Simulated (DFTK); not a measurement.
Runs of DFTK 0.8.2 on Cl. Symmetry: Cmce, No. 64, orthorhombic system. The conventional cell has a = 6.290 Å, b = 4.500 Å, c = 8.210 Å, α = 90.00°, β = 90.00°, γ = 90.00°. Cl (site symmetry m) has 1 Cl at 2.02 Å as nearest neighbours. 

| task | level | potentials or basis | k mesh | cutoff (eV) | SCF tolerance on the density | symmetries used | SCF solver | mesh quality | gap on the mesh (eV) | largest force (eV/Å) |
| --- | --- | --- | --- | --- | --- | --- | --- | --- | --- | --- |
| band structure | PBEsol | SG15 1.2 (PBE) | 5 × 5 × 3 | 952 | 1e-06 | - | - | not flagged | 2.44 | 0.19 |
| band structure | LDA | cp2k.nc.sr.lda.v0_1.semicore.gth (LDA, GTH) | 5 × 5 × 3 | 952 | 1e-06 | - | - | not flagged | 2.33 | (b) |
| single point | HSE06 | SG15 1.2 (PBE) | 2 × 2 × 1 | 952 | 1e-05 | no | - | coarse | 4.16 | (a) |
| band structure | BJ06 | in-house norm-conserving set (r2SCAN, scalar relativistic) | 4 × 4 × 2 | 925 | 1e-06 | - | ScfAndersonSolver | coarse | 3.03 | - |

Alike in all rows: no spin polarisation; cell as given; smearing fermi-dirac 0.05 eV.

Task: Estimate the missing entries.

Result: (a) 0.38; (b) 0.33.

Caveats: some runs use coarse meshes; the potentials were made for another functional, which shifts forces and pressure (some runs); this program's HSE differs a little from the usual definition (some runs); an odd mesh through Γ misses points on the zone boundary, where band edges often lie (some runs); the program leaves the constant c of mgga_x_tb09 at 1, so the potential is Becke-Johnson's (BJ06) and not Tran and Blaha's, with levels but no total energy (some runs); the program warned that the kinetic-energy density falls under its von Weizsäcker bound, which can give unphysical results (some runs).

Runs at the PBE level aren't shown here.
